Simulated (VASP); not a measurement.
# SnO2 (Cassiterite) (P4_2/mnm) in VASP: settings compared

One crystal, SnO2 (Cassiterite), is run at these levels: PBE, LDA; tasks: single point, relaxation of cell and atoms.

Everything below comes from runs of VASP 6.6.1. Logs are shortened: lines on timing, memory, paths and dates and some standing lists are left out, and cuts for length are marked.

## (1) The structure

The structure is tetragonal, space group P4_2/mnm (No. 136). The conventional cell has a = 4.827 Å, b = 4.827 Å, c = 3.238 Å, α = 90.00°, β = 90.00°, γ = 90.00°. Around Sn (site symmetry mmm) lie 6 O at 2.09 Å. Around O (site symmetry m2m) lie 3 Sn at 2.09 Å.

## (2) Single point, PBE

The input, INCAR:

```
PREC     = Accurate       # precision mode
ENCUT    = 520            # plane-wave cutoff, eV
EDIFF    = 1E-7           # SCF threshold, eV
ISMEAR   = -1             # smearing method
SIGMA    = 0.02           # smearing width, eV
LREAL    = False          # projectors in reciprocal space
LASPH    = True           # aspherical terms in the spheres
NELM     = 100            # most SCF steps
ALGO     = Fast           # electronic algorithm
ISIF     = 2              # what is computed and relaxed
LWAVE    = False          # write WAVECAR
LCHARG   = True           # write CHGCAR
GGA      = PE             # functional
LELF     = True           # ELF
LVHAR    = True         
NBANDS   = 35             # bands
```

The input, KPOINTS:

```
regular mesh
0
Gamma
  6 6 8
```

The input, POSCAR:

```
SnO2
1.0
    4.8269436154      0.0000000000      0.0000000000
    0.0000000000      4.8269436154      0.0000000000
    0.0000000000      0.0000000000      3.2382199265
Sn O
2 4
Direct
    0.0000000000      0.0000000000      0.0000000000
    0.5000000000      0.5000000000      0.5000000000
    0.3065716171      0.3065716171      0.0000000000
    0.1934283829      0.8065716171      0.5000000000
    0.6934283829      0.6934283829      0.0000000000
    0.8065716171      0.1934283829      0.5000000000
```

Potentials or basis: VASP PAW PBE potentials, release 64 (Sn_d, O).

Launch:

```sh
> cat potpaw_PBE.64/Sn_d/POTCAR potpaw_PBE.64/O/POTCAR > POTCAR
> mpirun -np 1 vasp_std > vasp.out
```

OUTCAR:

```text
PREC = Accurate
   ENCUT = 520
   EDIFF = 1E-7
   ISMEAR = -1
   LREAL = False
   LASPH = True
   NELM = 100
   ISIF = 2
   GGA = PE

 ion  position               nearest neighbor table
   1  0.000  0.000  0.000-   4 2.09   6 2.09   4 2.09   6 2.09   5 2.09   3 2.09
   2  0.500  0.500  0.500-   3 2.09   5 2.09   3 2.09   5 2.09   4 2.09   6 2.09
   3  0.307  0.307  0.000-   2 2.09   2 2.09   1 2.09
   4  0.193  0.807  0.500-   1 2.09   1 2.09   2 2.09
   5  0.693  0.693  0.000-   2 2.09   2 2.09   1 2.09
   6  0.807  0.193  0.500-   1 2.09   1 2.09   2 2.09

  LATTYP: Found a simple tetragonal cell.
 ALAT       =     4.8269436154
 C/A-ratio  =     0.6708634251

  Lattice vectors:

 A1 = (   4.8269436154,   0.0000000000,   0.0000000000)
 A2 = (   0.0000000000,   4.8269436154,   0.0000000000)
 A3 = (   0.0000000000,   0.0000000000,   3.2382199265)

Analysis of symmetry for initial positions (statically):
=====================================================================
 Subroutine PRICEL returns:
 Original cell was already a primitive cell.

 Routine SETGRP: Setting up the symmetry group for a
 simple tetragonal supercell.

 Subroutine GETGRP returns: Found 16 space group operations
 (whereof  8 operations were pure point group operations)
 out of a pool of 16 trial point group operations.

The static configuration has the point symmetry D_2h.
 The point group associated with its full space group is D_4h.

Analysis of symmetry for dynamics (positions and initial velocities):
=====================================================================
 Subroutine PRICEL returns:
 Original cell was already a primitive cell.

 Routine SETGRP: Setting up the symmetry group for a
 simple tetragonal supercell.

 Subroutine GETGRP returns: Found 16 space group operations
 (whereof  8 operations were pure point group operations)
 out of a pool of 16 trial point group operations.

The dynamic configuration has the point symmetry D_2h.
 The point group associated with its full space group is D_4h.

 Subroutine INISYM returns: Found 16 space group operations
 (whereof  8 operations are pure point group operations),
 and found     1 'primitive' translations

----------------------------------------------------------------------------------------

                                     Primitive cell

  volume of cell :      75.4485

  direct lattice vectors                    reciprocal lattice vectors
     4.826943615  0.000000000  0.000000000     0.207170433  0.000000000  0.000000000
     0.000000000  4.826943615  0.000000000     0.000000000  0.207170433  0.000000000
     0.000000000  0.000000000  3.238219926     0.000000000  0.000000000  0.308811638

  length of vectors
     4.826943615  4.826943615  3.238219926     0.207170433  0.207170433  0.308811638

  position of ions in fractional coordinates (direct lattice)
     0.000000000  0.000000000  0.000000000
     0.500000000  0.500000000  0.500000000
     0.306571617  0.306571617  0.000000000
     0.193428383  0.806571617  0.500000000
     0.693428383  0.693428383  0.000000000
     0.806571617  0.193428383  0.500000000

  ion indices of the primitive-cell ions
   primitive index   ion index
                 1           1
                 2           2
                 3           3
                 4           4
                 5           5
                 6           6

----------------------------------------------------------------------------------------

 KPOINTS: regular mesh

Automatic generation of k-mesh.
 Grid dimensions read from file:
 generate k-points for:    6    6    8

 Generating k-lattice:

  Cartesian coordinates                     Fractional coordinates (reciprocal lattice)
     0.034528406  0.000000000  0.000000000     0.166666667  0.000000000  0.000000000
     0.000000000  0.034528406  0.000000000     0.000000000  0.166666667  0.000000000
     0.000000000  0.000000000  0.038601455     0.000000000  0.000000000  0.125000000

  Length of vectors
     0.034528406  0.034528406  0.038601455

  Shift w.r.t. Gamma in fractional coordinates (k-lattice)
     0.000000000  0.000000000  0.000000000

 Subroutine IBZKPT returns following result:
 ===========================================

 Found     50 irreducible k-points:

 Following reciprocal coordinates:
            Coordinates               Weight
  0.000000  0.000000  0.000000      1.000000
  0.166667  0.000000  0.000000      4.000000
  0.333333  0.000000  0.000000      4.000000
  0.500000  0.000000  0.000000      2.000000
  0.166667  0.166667  0.000000      4.000000
  0.333333  0.166667  0.000000      8.000000
[... 16 lines left out ...]
  0.333333  0.000000  0.250000      8.000000
  0.500000  0.000000  0.250000      4.000000
 [... further k-points ...]
   k-points           NKPTS =     50   k-points in BZ     NKDIM =     50   number of bands    NBANDS=     35
   number of dos      NEDOS =    301   number of ions     NIONS =      6
   total plane-waves  NPLWV =  31104
   dimension x,y,z NGX =    36 NGY =   36 NGZ =   24
   dimension x,y,z NGXF=    72 NGYF=   72 NGZF=   48
   ions per type =               2   4
   NGX,Y,Z   is equivalent  to a cutoff of  12.40, 12.40, 12.32 a.u.
   NGXF,Y,Z  is equivalent  to a cutoff of  24.80, 24.80, 24.64 a.u.
 SYSTEM =  unknown system
   PREC   = accura    normal or accurate (medium, high low for compatibility)
   ISTART =      0    job   : 0-new  1-cont  2-samecut
   ICHARG =      2    charge: 1-file 2-atom 10-const
   ISPIN  =      1    spin polarized calculation?
   LNONCOLLINEAR =      F non collinear calculations
   LSORBIT =      F    spin-orbit coupling
   LASPH  =      T    aspherical Exc in radial PAW
   ENCUT  =  520.0 eV  38.22 Ry    6.18 a.u.   8.97  8.97  6.02*2*pi/ulx,y,z
   NELM   =    100;   NELMIN=  2; NELMDL= -5     # of ELM steps
   EDIFF  = 0.1E-06   stopping-criterion for ELM
   LREAL  =      F    real-space projection
   EDIFFG = 0.1E-05   stopping-criterion for IOM
   NSW    =      0    number of steps for IOM
   IBRION =     -1    ionic relax: 0-MD 1-quasi-New 2-CG
   NFREE  =      0    steps in history (QN), initial steepest desc. (CG)
   ISIF   =      2    stress and relaxation
   ISYM   =      2    0-nonsym 1-usesym 2-fastsym
   POTIM  = 0.5000    time-step for ionic-motion
   TEBEG  =    0.0;   TEEND  =   0.0 temperature during run
   PSTRESS=    0.0 pullay stress
   NELECT =      52.0000    total number of electrons
   NUPDOWN=      -1.0000    fix difference up-down
   EMIN   =  10.00;   EMAX   =-10.00  energy-range for DOS
   EFERMI =   0.00;   METHOD = LEGACY
   ISMEAR =    -1;   SIGMA  =   0.02  broadening in eV -4-tet -1-fermi 0-gaus
   EFERMI_NEDOS =   21; number of points for ismear=-14 and -15
   IALGO  =     68    algorithm
   IMIX   =      4    mixing-type and parameters
     AMIX     =   0.40;   BMIX     =  1.00
     AMIX_MAG =   1.60;   BMIX_MAG =  1.00
  volume/ion in A,a.u.               =      12.57        84.86
  Fermi-wavevector in a.u.,A,eV,Ry     =   1.446080  2.732695 28.451791  2.091148
  Thomas-Fermi vector in A             =   2.564189
   LORBIT       =      0    0 simple, 1 ext, 2 COOP (PROOUT), +10 PAW based schemes
   GGA     = PE    functional components
   LHFCALC =     F    Hartree Fock is set to
   AEXX    =    0.0000 exact exchange contribution
   IVDW    =     0    specifies the selected vdW correction
   LEPSILON=     F    determine dielectric tensor
   LRPA    =     F    only Hartree local field effects (RPA)
 non-spin polarized calculation
 RMM-DIIS sequential band-by-band and
  energy-cutoff  :      520.00
  volume of cell :       75.45
 maximum number of plane-waves:      2060
 NGX is ok and might be reduce to    36
   NGX = 17   NGY = 17   NGZ = 13

 number of electron      52.0000002 magnetization

 Free energy of the ion-electron system (eV)
  ---------------------------------------------------
  ext. energy  EPLUGINS =         0.00000000
  ---------------------------------------------------
  free energy    TOTEN  =       -37.31092005 eV

  energy without entropy =      -37.31092005  energy(sigma->0) =      -37.31092005

 E-fermi :   5.8713     XC(G=0): -10.9770

 val. band max:        5.5334244602   @ k =   0.0000   0.0000   0.0000
 cond. band min:       6.2036224368   @ k =   0.0000   0.0000   0.0000
 fundamental gap:      0.6701979766
 Fermi energy:         5.8712936128

 k-point     1 :       0.0000    0.0000    0.0000
  band No.  band energies     occupation
      1     -15.5023      2.00000
      2     -14.8374      2.00000
      3     -14.6443      2.00000
      4     -14.6171      2.00000
      5     -14.6171      2.00000
      6     -14.5515      2.00000
[... 27 lines left out ...]
     34      17.6173      0.00000
     35      17.8128      0.00000

 k-point     2 :       0.1667    0.0000    0.0000
  band No.  band energies     occupation
      1     -15.4649      2.00000
      2     -14.8794      2.00000
      3     -14.6435      2.00000
      4     -14.6156      2.00000
      5     -14.6155      2.00000
      6     -14.5800      2.00000
[... 27 lines left out ...]
     34      17.1238      0.00000
     35      17.7921      0.00000

 k-point     3 :       0.3333    0.0000    0.0000
  band No.  band energies     occupation
      1     -15.3569      2.00000
      2     -15.0127      2.00000
      3     -14.6409      2.00000
      4     -14.6179      2.00000
      5     -14.6126      2.00000
      6     -14.6125      2.00000
[... 27 lines left out ...]
     34      17.5653      0.00000
     35      17.7766      0.00000
[... 723 lines left out ...]
 k-point    23 :       0.3333    0.0000    0.2500
  band No.  band energies     occupation
      1     -15.2616      2.00000
      2     -15.1396      2.00000
      3     -14.8584      2.00000
      4     -14.6763      2.00000
      5     -14.5514      2.00000
      6     -14.5446      2.00000
[... 27 lines left out ...]
     34      17.4365      0.00000
     35      17.7452      0.00000

 k-point    24 :       0.5000    0.0000    0.2500
  band No.  band energies     occupation
      1     -15.2187      2.00000
      2     -15.2187      2.00000
      3     -14.7537      2.00000
      4     -14.7537      2.00000
      5     -14.5471      2.00000
      6     -14.5471      2.00000
[... 27 lines left out ...]
     34      17.5676      0.00000
     35      17.9009      0.00000

 [... further k-points ...]
[... 5 lines left out ...]
  --------------------------------------------------------------------------------------
  -------------------------------------------------------------------------------------
  Total        0.2543606      0.2543606      0.3840081     -0.0000000      0.0000000      0.0000000
  in kB        5.4014408      5.4014408      8.1545526     -0.0000000      0.0000000      0.0000000
  external PRESSURE =       6.3191447 kB  Pullay stress =       0.0000000 kB

 VOLUME and BASIS-vectors are now :
 -----------------------------------------------------------------------------
  energy-cutoff  :      520.00
  volume of cell :       75.45
      direct lattice vectors                 reciprocal lattice vectors
     4.826943615  0.000000000  0.000000000     0.207170433  0.000000000  0.000000000
     0.000000000  4.826943615  0.000000000     0.000000000  0.207170433  0.000000000
     0.000000000  0.000000000  3.238219926     0.000000000  0.000000000  0.308811638

 POSITION                                       TOTAL-FORCE (eV/Angst)
 -----------------------------------------------------------------------------------
      0.00000      0.00000      0.00000         0.000000     -0.000000     -0.000000
      2.41347      2.41347      1.61911         0.000000     -0.000000     -0.000000
      1.47980      1.47980      0.00000        -0.011326     -0.011326      0.000000
      0.93367      3.89328      1.61911         0.011326     -0.011326     -0.000000
      3.34714      3.34714      0.00000         0.011326      0.011326     -0.000000
      3.89328      0.93367      1.61911        -0.011326      0.011326     -0.000000
 -----------------------------------------------------------------------------------
    total drift:                                0.000000      0.000000     -0.000000

  FREE ENERGIE OF THE ION-ELECTRON SYSTEM (eV)
  ---------------------------------------------------
  free  energy   TOTEN  =       -37.3109200513 eV

  energy  without entropy=      -37.3109200510  energy(sigma->0) =      -37.31092005
```

It took 2.2 min on 1 thread of AMD EPYC 7R13 (Zen 3), shared host; peak memory 0.21 GiB.

What came out:

* Free energy: -37.3109 eV
* Pressure: 0.6 GPa
* Largest force: 0.016 eV/Å
* Band gap on the k mesh: 0.67 eV, direct

Forces in eV/Å, atoms in the order of the input:
```
Sn   0.000  0.000  0.000
Sn   0.000  0.000  0.000
O   -0.011 -0.011  0.000
O    0.011 -0.011  0.000
O    0.011  0.011  0.000
O   -0.011  0.011  0.000
```

Levels at points of the mesh, in eV from the valence-band top:
| k point | band 22 | band 23 | band 24 | band 25 | band 26 | band 27 | band 28 | band 29 | band 30 | band 31 |
| --- | --- | --- | --- | --- | --- | --- | --- | --- | --- | --- |
| (0.00, 0.00, 0.00) | -1.26 | -1.26 | -0.74 | -0.74 | 0.00 | 0.67 | 5.69 | 6.06 | 6.06 | 10.12 |
| (0.50, 0.00, 0.00) | -1.90 | -1.21 | -1.21 | -0.61 | -0.61 | 3.88 | 3.88 | 6.81 | 6.81 | 10.40 |
| (0.50, 0.50, 0.00) | -1.87 | -1.33 | -1.33 | -0.85 | -0.85 | 4.27 | 4.27 | 7.15 | 7.15 | 10.48 |
| (0.00, 0.00, 0.50) | -2.58 | -1.53 | -1.53 | -1.18 | -1.18 | 5.59 | 5.59 | 9.36 | 9.36 | 10.31 |
| (0.50, 0.00, 0.50) | -1.66 | -1.02 | -1.02 | -0.75 | -0.75 | 5.85 | 5.85 | 7.61 | 7.61 | 10.57 |
| (0.50, 0.50, 0.50) | -2.43 | -0.92 | -0.92 | -0.78 | -0.78 | 4.35 | 4.35 | 8.61 | 8.61 | 10.57 |

Caveat: spin-orbit coupling is left out, which moves the levels of the heavy elements.

## (3) Relaxation of cell and atoms, PBE

This run uses another cell than the first one, of 11.92 Å³/atom, 0.948 times its volume.

The input, INCAR:

```
SYSTEM = SnO2
PREC = Accurate
ENCUT = 600
EDIFF = 1E-7
ISMEAR = -1
SIGMA = 0.02
LREAL = .False.
LASPH = .True.
NELM = 100
ALGO = Fast
ISIF = 3
LWAVE = .False.
LCHARG = .False.
GGA = PE
IBRION = 2
NSW = 80
EDIFFG = -0.005
```

The input, KPOINTS:

```
Automatic mesh
0
Gamma
  6 6 8
  0 0 0
```

The input, POSCAR:

```
SnO2
1.0
    4.7380000000      0.0000000000      0.0000000000
    0.0000000000      4.7380000000      0.0000000000
    0.0000000000      0.0000000000      3.1865000000
Sn O
2 4
Direct
    0.0000000000      0.0000000000      0.0000000000
    0.5000000000      0.5000000000      0.5000000000
    0.3071000000      0.3071000000      0.0000000000
    0.1929000000      0.8071000000      0.5000000000
    0.6929000000      0.6929000000      0.0000000000
    0.8071000000      0.1929000000      0.5000000000
```

Potentials or basis: VASP PAW PBE potentials, release 64 (Sn_d, O).

Launch:

```sh
> cat potpaw_PBE.64/Sn_d/POTCAR potpaw_PBE.64/O/POTCAR > POTCAR
> mpirun -np 1 vasp_std > vasp.out
```

Run time: 14 min. Hardware: 1 thread of AMD EPYC 7R13 (Zen 3), shared host; peak memory 0.25 GiB.

It converged, with:

- Free energy: -37.3118 eV
- Relaxed volume: 12.61 Å³/atom
- Relaxed cell: a = 4.830 Å, b = 4.830 Å, c = 3.242 Å, α = 90.00°, β = 90.00°, γ = 90.00°
- Space group after relaxing (to 0.05 Å): P4_2/mnm (No. 136)
- Energy gained by relaxing: 23.7 meV/atom
- Ionic steps: 10
- Pressure after relaxing: 0.0 GPa
- Band gap on the k mesh: 0.64 eV, direct

Step by step:
| step | energy change (eV) | largest force (eV/Å) | pressure (GPa) | volume (Å³) |
| --- | --- | --- | --- | --- |
| 1 | 0.0000 | 0.2934 | 11.61 | 71.53 |
| 2 | 0.0635 | 0.3606 | -10.55 | 80.85 |
| 3 | -0.1403 | 0.0640 | 0.00 | 75.51 |
| 4 | -0.1403 | 0.0581 | 0.21 | 75.43 |
| 5 | -0.1420 | 0.0038 | 0.09 | 75.57 |
| 6 | -0.1421 | 0.0191 | 0.05 | 75.63 |
| 7 | -0.1422 | 0.0023 | -0.06 | 75.68 |
| 8 | -0.1422 | 0.0027 | -0.07 | 75.68 |
| 9 | -0.1422 | 0.0021 | 0.05 | 75.63 |
| 10 | -0.1422 | 0.0002 | 0.00 | 75.65 |

Final structure:
```
CELL_PARAMETERS angstrom
4.83043 0.00000 0.00000
0.00000 4.83043 0.00000
0.00000 0.00000 3.24216
ATOMIC_POSITIONS crystal
Sn 0.00000 0.00000 0.00000
Sn 0.50000 0.50000 0.50000
O 0.30653 0.30653 0.00000
O 0.19347 0.80653 0.50000
O 0.69347 0.69347 0.00000
O 0.80653 0.19347 0.50000
```

Levels at points of the mesh, in eV from the valence-band top:
```csv
k point,band 24,band 25,band 26,band 27,band 28,band 29
"(0.00, 0.00, 0.00)",-0.74,-0.74,0.00,0.64,5.66,6.04
"(0.50, 0.00, 0.00)",-1.21,-0.60,-0.60,3.85,3.85,6.79
"(0.50, 0.50, 0.00)",-1.33,-0.85,-0.85,4.24,4.24,7.13
"(0.00, 0.00, 0.50)",-1.52,-1.18,-1.18,5.56,5.56,9.34
"(0.50, 0.00, 0.50)",-1.01,-0.75,-0.75,5.82,5.82,7.59
"(0.50, 0.50, 0.50)",-0.91,-0.78,-0.78,4.32,4.32,8.60
```

Caveat: spin-orbit coupling is left out, which moves the levels of the heavy elements.

(Part 1 of 2 ends here.)
